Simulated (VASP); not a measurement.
Crystal: Mo.

```
CELL_PARAMETERS angstrom
-1.58381 1.58381 1.58381
1.58381 -1.58381 1.58381
1.58381 1.58381 -1.58381
ATOMIC_POSITIONS crystal
Mo 0.00000 0.00000 0.00000
```

```yaml
Program: VASP 6.6.1
Task: single point
Functional: PBE
Potentials_or_basis: VASP PAW PBE potentials, release 64 (Mo_sv)
Cutoff: 520 eV
k_mesh: 12 × 12 × 12
Occupations: fermi-dirac, width 0.05 eV
Spin: no spin polarisation
```

On this cell: pressure -1.4 GPa; band gap on the k mesh none (metal or under the smearing width).

The same run follows on a disturbed copy (cell strained at random at fixed volume):

```
Mo
1.0
    -1.59439    1.59130    1.58454
     1.61239   -1.54306    1.55430
     1.60659    1.55526   -1.53630
Mo
1
Direct
  0.99511 0.97150 0.97202
```

**Question.** What changes?

**Answer.** The energy (extrapolated to zero smearing) moves by +12.4 meV/atom; pressure -1.1 GPa; band gap on the k mesh none (metal or under the smearing width).

Stress tensor (GPa, compression positive):
```
-6.36 -0.84 -1.27
-0.84  1.07 -3.21
-1.27 -3.21  1.96
```
